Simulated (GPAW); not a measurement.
A run of GPAW 26.7.0 is set up as follows.

Contents of run.py:

```python
import numpy as np
from ase import Atoms
from ase.dft.bandgap import bandgap
from ase.io import write
from gpaw import GPAW, PW
from gpaw.response.df import DielectricFunction

atoms = Atoms(['In', 'P'],
              cell=[[0.0, 2.9879753761, 2.9879753761],
                    [2.9879753761, 0.0, 2.9879753761],
                    [2.9879753761, 2.9879753761, 0.0]],
              scaled_positions=[[0.0, 0.0, 0.0],
                                [0.75, 0.75, 0.75]],
              pbc=True)

calc = GPAW(mode=PW(450),
            xc='PBE',
            kpts={'size': (6, 6, 6), 'gamma': True},
            occupations={'name': 'fermi-dirac', 'width': 0.001},
            nbands=18,
            convergence={'density': 1e-06},
            maxiter=150,
            txt='gpaw.txt')
atoms.calc = calc
energy = atoms.get_potential_energy()
calc.write('gs.gpw')
write('result.traj', atoms)
print(f'Energy: {energy:.6f} eV')
print('Fermi level:', round(calc.get_fermi_level(), 4), 'eV')
print(f'Gap: {bandgap(calc)[0]:.4f} eV, direct: {bandgap(calc, direct=True)[0]:.4f} eV')

for size in [(20, 20, 20)]:
    name = 'x'.join(str(n) for n in size)
    dense = calc.fixed_density(kpts={'size': size, 'gamma': True},
                               nbands=35, convergence={'bands': 29, 'eigenstates': 1e-7},
                               update_fermi_level=True, txt=f'dense-{name}.txt')
    dense.write(f'{name}.gpw', mode='all')
    df = DielectricFunction(f'{name}.gpw', frequencies=np.array([0.0]), hilbert=False, eta=0.001,
                            ecut=80, nbands=29, intraband=False, txt=f'df-{name}.txt')
    for xc in ['RPA']:
        for direction in ['x', 'y', 'z', [0, 1, 1], [1, 0, 1], [1, 1, 0]]:
            e0, e = df.get_macroscopic_dielectric_constant(xc=xc, direction=direction)
            print(f'{name} {xc} {direction}: {e0:.4f} without, {e:.4f} with local fields')
```

Potentials or basis: GPAW PAW data sets (gpaw-data 1.2.1), pw.

Launch:

```bash
$ OMP_NUM_THREADS=1 python run.py
```

Problem. Predict the electronic dielectric tensor (diagonal).

Solution. 12.23.

Problem. Estimate the band gap on the k mesh.

Solution. 0.39 eV, direct.

Electronic dielectric tensor:
```
12.23  0.00  0.00
 0.00 12.23  0.00
 0.00  0.00 12.23
```

Caveat: the gap is small at this level, which inflates the dielectric constant; the long-wavelength limit can be off by a per cent or two; spin-orbit coupling is left out, which moves the levels of the heavy elements.

**The experiment to reproduce.**

From a printed reference work, data compilation, for a bulk crystal of InP at 1.6 K: band gap 1.4236 eV (direct).

A printed reference work, textbook reports, for a bulk crystal of InP at 300 K: high-frequency dielectric constant 9.61.

Measured gap of InP: 1.4236 eV (direct; 1.6 K; a printed reference work, data compilation). This calculation gives 0.39 eV (-1.03 eV). So large a miss can be the level of theory's own, or it may mean another phase, state or a wrong row. Spin-orbit coupling on In is left out. The value is that of PBE on a finite k mesh, which can miss the band edges, without temperature or zero-point motion. Semilocal functionals fall short of measured gaps as a rule. A measured high-frequency dielectric constant of InP is 9.61 (300 K; a printed reference work, textbook); the calculated 12.23 misses it by +27.2 %.
